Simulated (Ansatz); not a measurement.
Space group P6_3/mmc (No. 194). a = 3.337 Å, b = 3.337 Å, c = 10.588 Å, α = 90.00°, β = 90.00°, γ = 120.00°
```csv
atom,site,symmetry,x,y,z
Hg,2a,-3m.,0.0000,0.0000,0.0000
Hg,2c,-6m2,0.3333,0.6667,0.2500
```

Equation of state of this Hg structure (not necessarily the ground state), with shape and atoms relaxed at each volume where symmetry leaves them free. It has no gap at any of these volumes. The calculation used DFT PBE+D3(BJ), scalar-relativistic, plane waves, PAW (Ansatz 0.2.0).

Settings: cutoff 420 eV, Γ-centred mesh 15×15×4 on the computed 4-atom cell, Gaussian smearing of 0.10 eV; no spin polarisation.

```json
{"V (Å³/atom)": "22.471", "E − E(largest V) (meV/atom)": "19.25", "P (GPa)": "3.89"}
{"V (Å³/atom)": "23.237", "E − E(largest V) (meV/atom)": "4.51", "P (GPa)": "2.38"}
{"V (Å³/atom)": "24.003", "E − E(largest V) (meV/atom)": "-4.03", "P (GPa)": "1.33"}
{"V (Å³/atom)": "24.769", "E − E(largest V) (meV/atom)": "-8.90", "P (GPa)": "0.66"}
{"V (Å³/atom)": "25.535", "E − E(largest V) (meV/atom)": "-10.85", "P (GPa)": "0.01"}
{"V (Å³/atom)": "26.301", "E − E(largest V) (meV/atom)": "-9.38", "P (GPa)": "-0.56"}
{"V (Å³/atom)": "27.067", "E − E(largest V) (meV/atom)": "-5.97", "P (GPa)": "-0.85"}
{"V (Å³/atom)": "28.089", "E − E(largest V) (meV/atom)": "0.00", "P (GPa)": "-1.12"}
```

Fit a third-order Birch–Murnaghan equation to E(V).

V0 = 25.54 Å³/atom, B0 = 18 GPa, B0' = 7.8.

Spin-orbit coupling is left out, which matters for the bands of heavy elements.

This form isn't the element's structure at ambient conditions.